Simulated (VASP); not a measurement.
Wanted: the native input for a VASP 6.6.1 run.

| Item | Value |
| --- | --- |
| Task | single point |
| Functional | LDA |
| Potentials or basis | VASP PAW LDA potentials, release 64 (Mg, B) |
| Cutoff | 520 eV |
| k mesh | 7 × 7 × 5, shifted |
| Occupations | fermi-dirac, width 0.1 eV |
| Spin | no spin polarisation |
| Dipole correction | no |
| Further INCAR settings | ALGO = Normal; EDIFF = 1e-06; NBANDS = 11 |

The structure of MgB2 lies in POSCAR:

```
MgB2
1.0
    3.1314012100     -0.0868882300      0.0012178100
   -1.6409478700      2.7816639400      0.0362989800
    0.0013909400      0.0486680500      3.4530189400
Mg B
1 2
Direct
    0.9727390000      0.0135360000      0.9922770000
    0.3345810000      0.6653620000      0.4937000000
    0.6648340000      0.3454500000      0.5005260000
```

The cell was built by a generator and needn't be a form met in nature.

The input as run:

INCAR

```
SYSTEM = MgB2
PREC = Accurate ; ENCUT = 520
EDIFF = 1E-6 ; ISMEAR = -1
SIGMA = 0.1 ; LREAL = .FALSE.
LASPH = .TRUE. ; NELM = 100
ALGO = Normal ; ISIF = 2
LWAVE = .FALSE. ; LCHARG = .FALSE.
GGA = CA ; NBANDS = 11
```

KPOINTS

```
Automatic mesh
0
Gamma
  7 7 5
  0.5 0 0
```

Potentials or basis: VASP PAW LDA potentials, release 64 (Mg, B).

Launch:

```bash
$ cat potpaw_LDA.64/Mg/POTCAR potpaw_LDA.64/B/POTCAR > POTCAR
$ mpirun -np 1 vasp_std > vasp.out
```

It gave:

```yaml
Pressure: -11.4 GPa
Largest_force: 0.438 eV/Å
Band_gap_on_the_k_mesh: none (metal or under the smearing width)
```

Caveat: the k mesh is coarse (spacing up to 0.36 Å⁻¹), so the values aren't converged.

Run time: 14 s on 1 thread of AMD EPYC 9R45 96-Core Processor (Zen 5), with other jobs on the host, peak memory 0.13 GiB.
